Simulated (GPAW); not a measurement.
Te:

```
Te
1.0
     4.45400    0.00000    0.00000
    -2.22700    3.85728    0.00000
     0.00000    0.00000    5.92400
Te
3
Direct
  0.73100 0.73100 0.00000
  0.00000 0.26900 0.66667
  0.26900 0.00000 0.33333
```

Program: GPAW 26.7.0. Alike in all runs: cell as given; cutoff (eV) 600.

**Question.** Order these runs on this cell by their pressure, lowest first.
A. level r2SCAN; potentials or basis GPAW PAW data sets (gpaw-data 1.2.1), pw; spin SOC, no magnetisation; k mesh 5 × 5 × 4; smearing fermi-dirac 0.05 eV; band path GMKGALHA,LM,KH; band points 60; spin axis theta (degrees) 90; spin axis phi (degrees) 45
B. level BLYP; potentials or basis PAW data sets generated in the run's folder for this functional, pw; spin off; k mesh 7 × 7 × 5; smearing fermi-dirac 0.05 eV; band path GMKGALHA,LM,KH; band points 60; eigensolver davidson
C. level PBEsol; potentials or basis PAW data sets generated in the run's folder for this functional, pw; spin SOC, no magnetisation; k mesh 5 × 5 × 4; smearing fermi-dirac 0.05 eV; band path GMKGALHA,LM,KH; band points 100; spin axis theta (degrees) 90; spin axis phi (degrees) 45
D. level RPBE; potentials or basis the program's PAW data sets (release 1.2.1) made for this functional, pw; spin off; k mesh 7 × 7 × 5; smearing gaussian 0.02 eV

**Answer.** C (-1.3 GPa), A (0.6 GPa), D (2.4 GPa), B (4.7 GPa).

Caveats: spin-orbit coupling was added after a scalar SCF, so levels and gaps hold it while energy, forces, pressure and moments don't (some runs); the PAW data sets were made with another functional, which shifts forces and pressure a little (some runs).

Not every run made on this cell is shown here.
